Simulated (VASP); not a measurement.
# AlN (P6_3/mmc) in VASP: Born charges and dielectric tensor with LDA

Aim: the Born charges and dielectric tensor of AlN with LDA.

All numbers are computed with VASP 6.6.1; they aren't measurements. Logs are shortened: lines on timing, memory, paths and dates and some standing lists are left out, and cuts for length are marked.

## 1. Starting point

Symmetry: P6_3/mmc, No. 194, hexagonal system. Conventional cell: a = 3.279 Å, b = 3.279 Å, c = 4.102 Å, α = 90.00°, β = 90.00°, γ = 120.00°. Al (site symmetry -6m2) has 5 N at 1.89 to 2.05 Å as nearest neighbours. N (site symmetry -6m2) is surrounded by 5 Al at 1.89 to 2.05 Å.

Measurements of this composition are mostly on another form, of space group No. 186.

## 2. Born charges and dielectric tensor, LDA

INCAR

```
SYSTEM = AlN
PREC = Accurate ; ENCUT = 600
EDIFF = 1E-8 ; ISMEAR = 0
SIGMA = 0.02 ; LREAL = .FALSE.
LASPH = .TRUE. ; NELM = 100
ALGO = Fast ; ISIF = 2
LWAVE = .FALSE. ; LCHARG = .FALSE.
LEPSILON = .TRUE. ; IBRION = 8
NSW = 1
```

KPOINTS

```
Automatic mesh
0
G
  12 12 8
  0 0 0
```

POSCAR

```
AlN
1.0
    3.2790000000      0.0000000000      0.0000000000
   -1.6395000000      2.8397000000      0.0000000000
    0.0000000000      0.0000000000      4.1017000000
Al N
2 2
Direct
    0.3333300000      0.6666700000      0.7500000000
    0.6666700000      0.3333300000      0.2500000000
    0.3333300000      0.6666700000      0.2500000000
    0.6666700000      0.3333300000      0.7500000000
```

Potentials or basis: VASP PAW LDA potentials, release 64 (Al, N).

The run is started by

```
$ cat potpaw_LDA.64/Al/POTCAR potpaw_LDA.64/N/POTCAR > POTCAR
$ mpirun -np 1 vasp_std > vasp.out
```

OUTCAR:

```text
SYSTEM = AlN
   PREC = Accurate
   ENCUT = 600
   EDIFF = 1E-8
   ISMEAR = 0
   LREAL = .FALSE.
   LASPH = .TRUE.
   NELM = 100
   ISIF = 2
   LEPSILON = .TRUE.
   IBRION = 8
   NSW = 1

 ion  position               nearest neighbor table
   1  0.333  0.667  0.750-   4 1.89   4 1.89   4 1.89   3 2.05   3 2.05   2 2.79   2 2.79   2 2.79
                             2 2.79   2 2.79   2 2.79
   2  0.667  0.333  0.250-   3 1.89   3 1.89   3 1.89   4 2.05   4 2.05   1 2.79   1 2.79   1 2.79
                             1 2.79   1 2.79   1 2.79
   3  0.333  0.667  0.250-   2 1.89   2 1.89   2 1.89   1 2.05   1 2.05
   4  0.667  0.333  0.750-   1 1.89   1 1.89   1 1.89   2 2.05   2 2.05

  LATTYP: Found a hexagonal cell.
 ALAT       =     3.2790000000
 C/A-ratio  =     1.2508996645

  Lattice vectors:

 A1 = (   3.2790000000,   0.0000000000,   0.0000000000)
 A2 = (  -1.6395000000,   2.8397000000,   0.0000000000)
 A3 = (   0.0000000000,   0.0000000000,   4.1017000000)

Analysis of symmetry for initial positions (statically):
=====================================================================
 Subroutine PRICEL returns:
 Original cell was already a primitive cell.

 Routine SETGRP: Setting up the symmetry group for a
 hexagonal supercell.

 Subroutine GETGRP returns: Found  8 space group operations
 (whereof  4 operations were pure point group operations)
 out of a pool of 24 trial point group operations.

The static configuration has the point symmetry C_2h.
 The point group associated with its full space group is D_2h.

Analysis of symmetry for dynamics (positions and initial velocities):
=====================================================================
 Subroutine PRICEL returns:
 Original cell was already a primitive cell.

 Routine SETGRP: Setting up the symmetry group for a
 hexagonal supercell.

 Subroutine GETGRP returns: Found  8 space group operations
 (whereof  4 operations were pure point group operations)
 out of a pool of 24 trial point group operations.

The dynamic configuration has the point symmetry C_2h.
 The point group associated with its full space group is D_2h.

 Subroutine INISYM returns: Found  8 space group operations
 (whereof  4 operations are pure point group operations),
 and found     1 'primitive' translations

----------------------------------------------------------------------------------------

                                     Primitive cell

  volume of cell :      38.1925

  direct lattice vectors                    reciprocal lattice vectors
     3.279000000  0.000000000  0.000000000     0.304971028  0.176074937  0.000000000
    -1.639500000  2.839700000  0.000000000     0.000000000  0.352149875  0.000000000
     0.000000000  0.000000000  4.101700000     0.000000000  0.000000000  0.243801351

  length of vectors
     3.279000000  3.279002339  4.101700000     0.352150126  0.352149875  0.243801351

  position of ions in fractional coordinates (direct lattice)
     0.333330000  0.666670000  0.750000000
     0.666670000  0.333330000  0.250000000
     0.333330000  0.666670000  0.250000000
     0.666670000  0.333330000  0.750000000

  ion indices of the primitive-cell ions
   primitive index   ion index
                 1           1
                 2           2
                 3           3
                 4           4

----------------------------------------------------------------------------------------

 KPOINTS: Automatic mesh

Automatic generation of k-mesh.
 Grid dimensions read from file:
 generate k-points for:   12   12    8

 Generating k-lattice:

  Cartesian coordinates                     Fractional coordinates (reciprocal lattice)
     0.025414252  0.014672911  0.000000000     0.083333333  0.000000000  0.000000000
     0.000000000  0.029345823  0.000000000     0.000000000  0.083333333  0.000000000
     0.000000000  0.000000000  0.030475169     0.000000000  0.000000000  0.125000000
[... 518 lines left out ...]

--------------------------------------- Ionic step        2  -------------------------------------------

------------------------ aborting loop because EDIFF is reached ----------------------------------------

--------------------------------------- Ionic step        3  -------------------------------------------

------------------------ aborting loop because EDIFF is reached ----------------------------------------

 PIEZOELECTRIC TENSOR FIELD DIRECTION 3  (e Angst)
 -----------------------------------------------------------------------------
     0.00111 -0.00000  0.00000           (  0.00001 -0.00000  0.00000)
    -0.00000  0.00111 -0.00000           ( -0.00000  0.00001 -0.00000)
     0.00000 -0.00000 -0.00275           (  0.00000 -0.00000 -0.00001)

 PIEZOELECTRIC TENSOR FIELD DIRECTION 3  (C/m^2)
 -----------------------------------------------------------------------------
     0.00047 -0.00000  0.00000
    -0.00000  0.00047 -0.00000
     0.00000 -0.00000 -0.00115

[... ionic steps 4 to 9 ...]

--------------------------------------- Ionic step       10  -------------------------------------------

------------------------ aborting loop because EDIFF is reached ----------------------------------------

[... ionic steps 11 to 11 ...]

--------------------------------------- Ionic step       12  -------------------------------------------

 Free energy of the ion-electron system (eV)
  ---------------------------------------------------
  ---------------------------------------------------
  free energy    TOTEN  =        -0.24684913 eV

  energy without entropy =       -0.24684913

------------------------ aborting loop because EDIFF is reached ----------------------------------------

 INTERNAL STRAIN TENSOR  FOR ION    3  DIRECTION 3   (eV/Angst):
 -----------------------------------------------------------------------------
    -0.00209 -0.00400  0.00268
    -0.00400 -0.00671 -0.00155
     0.00269 -0.00155  0.01662

 MACROSCOPIC STATIC DIELECTRIC TENSOR (including local field effects in DFT)
 ------------------------------------------------------
           4.437409    -0.000026     0.000000
          -0.000026     4.437387     0.000000
           0.000000     0.000000     4.832969
 ------------------------------------------------------

 PIEZOELECTRIC TENSOR (including local field effects)  for field in x, y, z        (e  Angst)
          XX          YY          ZZ          XY          YZ          ZX
  --------------------------------------------------------------------------------
  x     0.00000     0.00000     0.00000     0.00000     0.00000     0.00000
  y     0.00000     0.00000     0.00000     0.00000     0.00000     0.00000
  z     0.00000     0.00000     0.00000     0.00000     0.00000     0.00000

 PIEZOELECTRIC TENSOR (including local field effects)  for field in x, y, z        (C/m^2)
          XX          YY          ZZ          XY          YZ          ZX
  --------------------------------------------------------------------------------
  x     0.00000     0.00000     0.00000     0.00000     0.00000     0.00000
  y     0.00000     0.00000     0.00000     0.00000     0.00000     0.00000
  z     0.00000     0.00000     0.00000     0.00000     0.00000     0.00000

 BORN EFFECTIVE CHARGES (including local field effects) (in |e|, cummulative output)
 ---------------------------------------------------------------------------------
 ion    1
    1     2.51491     0.00000     0.00000
    2     0.00000     2.51492     0.00000
    3     0.00000     0.00000     3.09600
 ion    2
    1     2.51491     0.00000     0.00000
    2     0.00000     2.51492     0.00000
    3     0.00000     0.00000     3.09600
 ion    3
    1    -2.51491    -0.00000     0.00000
    2    -0.00000    -2.51492     0.00000
    3     0.00000     0.00000    -3.09600
 ion    4
    1    -2.51491    -0.00000     0.00000
    2    -0.00000    -2.51492     0.00000
    3     0.00000     0.00000    -3.09600

 INTERNAL STRAIN TENSOR FOR ION    4 for displacements in x,y,z  (eV/Angst):
          X           Y           Z          XY          YZ          ZX
  --------------------------------------------------------------------------------
  x     0.00110     0.00338    -0.00103    14.42764     0.00000     0.00000
  y    14.56233   -14.56495     0.00060    -0.23895     0.00000     0.00000
  z     0.00000     0.00000     0.00000     0.00000     0.00155    -0.00268

 SECOND DERIVATIVES (NOT SYMMETRIZED)
 ------------------------------------
               1X          1Y          1Z          2X          2Y          2Z          3X          3Y          3Z          4X          4Y          4Z
  1X   -17.777349   -0.001948    0.000000    1.692150    0.000344    0.000000    2.426801   -0.000208    0.000000   13.658398    0.001811    0.000000
  1Y    -0.001948  -17.779633    0.000000    0.000344    1.692551    0.000000   -0.000208    2.426566    0.000000    0.001811   13.660516    0.000000
  1Z     0.000000   -0.000000  -10.269024    0.000000    0.000000    7.332215    0.000000   -0.000000    0.920523    0.000000    0.000000    2.016287
  2X     1.692150    0.000344    0.000000  -17.777349   -0.001948    0.000000   13.658398    0.001811    0.000000    2.426801   -0.000208    0.000000
  2Y     0.000344    1.692551    0.000000   -0.001948  -17.779633    0.000000    0.001811   13.660516    0.000000   -0.000208    2.426566    0.000000
  2Z     0.000000    0.000000    7.332215    0.000000   -0.000000  -10.269024    0.000000    0.000000    2.016287    0.000000   -0.000000    0.920523
  3X     2.426452    0.000081    0.000000   13.658345    0.002434    0.000000  -18.725340   -0.004472    0.000000    2.640543    0.001957    0.000000
  3Y     0.000081    2.426551    0.000000    0.002434   13.661181    0.000000   -0.004472  -18.730540    0.000000    0.001957    2.642807    0.000000
  3Z    -0.000000    0.000000    0.901418   -0.000000    0.000000    2.038361    0.000000   -0.000000  -13.719155   -0.000000   -0.000000   10.779377
  4X    13.658345    0.002434    0.000000    2.426452    0.000081    0.000000    2.640543    0.001957    0.000000  -18.725340   -0.004472    0.000000
  4Y     0.002434   13.661181    0.000000    0.000081    2.426551    0.000000    0.001957    2.642807    0.000000   -0.004472  -18.730540    0.000000
  4Z    -0.000000    0.000000    2.038361   -0.000000    0.000000    0.901418   -0.000000   -0.000000   10.779377    0.000000   -0.000000  -13.719155

 Eigenvectors and eigenvalues of the dynamical matrix
 ----------------------------------------------------

   1 f  =   21.140867 THz   132.831982 2PiTHz  705.183401 cm-1    87.431559 meV
             X         Y         Z           dx          dy          dz
     -0.000016  1.893143  3.076275    -0.163269   -0.283694    0.000000
      1.639516  0.946557  1.025425     0.163269    0.283694   -0.000000
     -0.000016  1.893143  1.025425    -0.312643   -0.543245    0.000000
      1.639516  0.946557  3.076275     0.312643    0.543245   -0.000000
[... 71 lines left out ...]
  12 f/i=    0.002115 THz     0.013288 2PiTHz    0.070543 cm-1     0.008746 meV
             X         Y         Z           dx          dy          dz
     -0.000016  1.893143  3.076275     0.000000    0.000000   -0.573842
      1.639516  0.946557  1.025425     0.000000    0.000000   -0.573842
     -0.000016  1.893143  1.025425     0.000000    0.000000   -0.413165
      1.639516  0.946557  3.076275     0.000000    0.000000   -0.413165

--------------------------------------------------------------------------------------------------------

 MACROSCOPIC STATIC DIELECTRIC TENSOR IONIC CONTRIBUTION
 ------------------------------------------------------
           3.726005    -0.000470    -0.000000
          -0.000470     3.725470     0.000000
          -0.000000     0.000000    30.911801
 ------------------------------------------------------

 ELASTIC MODULI CONTR FROM IONIC RELAXATION (kBar)
 Direction    XX          YY          ZZ          XY          YZ          ZX
 --------------------------------------------------------------------------------
 XX        -923.5254    923.6929     -0.0384     20.8503      0.0000     -0.0000
 YY         923.6929   -923.8606      0.0385    -21.1376     -0.0000      0.0000
 ZZ          -0.0384      0.0385     -0.0000      0.0666      0.0000     -0.0000
 XY          20.8503    -21.1376      0.0666   -900.0284     -0.0000      0.0000
 YZ           0.0000     -0.0000      0.0000     -0.0000     -0.0000      0.0000
 ZX          -0.0000      0.0000     -0.0000      0.0000      0.0000     -0.0000
 --------------------------------------------------------------------------------

 PIEZOELECTRIC TENSOR IONIC CONTR  for field in x, y, z        (C/m^2)
          XX          YY          ZZ          XY          YZ          ZX
  --------------------------------------------------------------------------------
  x     0.00000    -0.00000    -0.00000     0.00000    -0.00000     0.00000
  y     0.00000    -0.00000    -0.00000     0.00000     0.00000    -0.00000
  z    -0.00000     0.00000    -0.00000     0.00000     0.00000     0.00000
```

It took 15 min on 1 thread of Intel Xeon 6975P-C (Granite Rapids), shared host; peak memory 0.64 GiB.

What came out:

| Property | Result |
| --- | --- |
| Band gap on the k mesh | 3.61 eV, direct |
| Electronic dielectric tensor (diagonal) | 4.44, 4.44, 4.83 |
| Born charges (mean of the diagonal) | Al +2.71; N -2.71 e |
| Highest phonon frequency at Γ, LO-TO splitting left out | 705 cm⁻¹ |

Phonon frequencies in cm⁻¹ (negative: imaginary):
```tsv
q point	frequencies
(0.000, 0.000, 0.000)	0 0 0 294 338 338 420 689 689 690 705 705
```

Electronic dielectric tensor:
```
4.44 0.00 0.00
0.00 4.44 0.00
0.00 0.00 4.83
```

Born effective charge tensors (e):
atom 1, Al
```
2.51 0.00 0.00
0.00 2.51 0.00
0.00 0.00 3.10
```
atom 2, Al
```
2.51 0.00 0.00
0.00 2.51 0.00
0.00 0.00 3.10
```
atom 3, N
```
-2.51  0.00  0.00
 0.00 -2.51  0.00
 0.00  0.00 -3.10
```
atom 4, N
```
-2.51  0.00  0.00
 0.00 -2.51  0.00
 0.00  0.00 -3.10
```
